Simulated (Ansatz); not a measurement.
# AlRu: a tetragonal deformation path

The task here is to estimate one member of a computed series from the others.

Computed with Ansatz 0.2.0 (DFT r2SCAN, scalar-relativistic, plane waves, PAW, unless a step's input says otherwise).

2 further runs of the same task are left out: 2 set aside as unsound or not needed.

## The starting structure

It takes space group Pm-3m (No. 221, cubic). Conventional cell: a = 2.983 Å, b = 2.983 Å, c = 2.983 Å, α = 90.00°, β = 90.00°, γ = 90.00°. Al (site symmetry m-3m) is surrounded by 8 Ru at 2.58 Å. Ru (site symmetry m-3m) has 8 Al at 2.58 Å as nearest neighbours.

As a file:

```
Al Ru
1.0
     2.98262    0.00000    0.00000
     0.00000    2.98262    0.00000
     0.00000    0.00000    2.98262
Al Ru
1 1
Direct
  0.00000 0.00000 0.00000
  0.50000 0.50000 0.50000
```

This cell was relaxed beforehand with the same method: volume 13.27 Å³/atom, gap on the mesh none (metal).

The first run:

File input.yaml:

```yaml
crystal:
  lattice:
    - [2.9826244058, 0.0, 0.0]
    - [0.0, 2.9826244058, 0.0]
    - [0.0, 0.0, 2.9826244058]
  atoms:
    - { symbol: Al, position: [0.0, 0.0, 0.0] }
    - { symbol: Ru, position: [0.5, 0.5, 0.5] }
basis:
  ecutwfc: 500
kpoints:
  mp_grid: { grid: [22, 22, 22] }
hamiltonian:
  xc: r2scan
scf:
  occupations: { method: gaussian, width: 0.15 }
output:
  forces: true
  stress: true
  eigenvalues: true
  write_density: true
  write_potential: true
  elf: true
  volumetric_format: npy
```

Launch:

```bash
$ ansatz run input.yaml --threads 1 --pin off --max-ram 2560MiB --backend cpu --events-out ev --progress --plain --runs-dir out
```

Among the steps run: Zero of the scan; ρ = 0.707; At ρ = 1.414; At ρ = 0.850; At ρ = 1.200; Point ρ = 0.780; ρ = 1.300.

One of the session's tables, all rows but one given; the rest of the session is left out.

Collected from the runs (energy zero: the undisturbed cell):

| ρ | ΔE (meV/atom) | pressure (GPa) |
| --- | --- | --- |
| 0.707 | 802.1 | 21.6 |
| 0.780 | 409.9 | 10.1 |
| 0.850 | 162.1 | 3.8 |
| 1.000 | 0.0 | 0.0 |
| 1.200 | 158.8 | 3.3 |
| 1.300 | ? | ? |
| 1.414 | 392.3 | 9.1 |

Estimate the missing values for ρ = 1.300.

Worked estimate for «ΔE (meV/atom)». A straight line through the neighbours (1.200, 158.8) and (1.414, 392.3) gives 158.8 + (392.3 − 158.8) × (1.300 − 1.200) / (1.414 − 1.200) = 267.9; a parabola fitted to 3 rows on both sides gives 259.7.

The run gave: ΔE (meV/atom): 285.9; pressure (GPa): 6.3. In «ΔE (meV/atom)» the line misses by -18.0 and the parabola by -26.2.
